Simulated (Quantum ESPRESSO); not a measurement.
WC (Qusongite):

```xyz
2
Lattice="2.9065 0.0000 0.0000 -1.4532 2.5171 0.0000 0.0000 0.0000 2.8366" Properties=species:S:1:pos:R:3 pbc="T T T"
W     0.0000    0.0000    0.0000
C     1.4533    0.8390    1.4183
```

| Item | Value |
| --- | --- |
| Program | Quantum ESPRESSO 7.5 |
| Task | phonons |
| Functional | rPW86PBE |
| Dispersion | rVV10 |
| Potentials or basis | JTH 2.0 PBE |
| Cutoff | 707 eV |
| Density cutoff | 4245 eV |
| k mesh | 10 × 10 × 9 |
| Occupations | cold, width 0.2 eV |
| Spin | no spin polarisation |
| rVV10 parameter b | 6.3 |
| Mixing beta | 0.5 |
| Most SCF iterations | 120 |
| SCF threshold | 4e-10 Ry |

The cell and the atoms were relaxed first, to 10.76 Å³/atom (a = 2.943 Å, b = 2.943 Å, c = 2.867 Å, α = 90.00°, β = 90.00°, γ = 120.00°), and the response was taken there.

```yaml
crystal:
  lattice:
    - [2.94317, 0.00000, 0.00000]
    - [-1.47158, 2.54886, 0.00000]
    - [0.00000, 0.00000, 2.86748]
  atoms:
    - { symbol: W, position: [0.00000, 0.00000, 0.00000] }
    - { symbol: C, position: [0.66667, 0.33333, 0.50000] }
```

Question: What is the highest optical frequency at the zone centre?

Answer: 591 cm⁻¹, a mode of symmetry E' (IR and Raman).

Optical modes at Γ, degenerate ones joined:
| cm⁻¹ | components | symmetry | active in |
| --- | --- | --- | --- |
| 546 | 1 | A''2 | IR |
| 591 | 2 | E' | IR and Raman |

Caveat: the mesh is thin for the phonons of a metal; the potentials were made for another functional, which shifts forces and pressure; before the sum rule the acoustic modes lie tens of cm⁻¹ from zero, a sign that the density grid also shifts the optical modes.
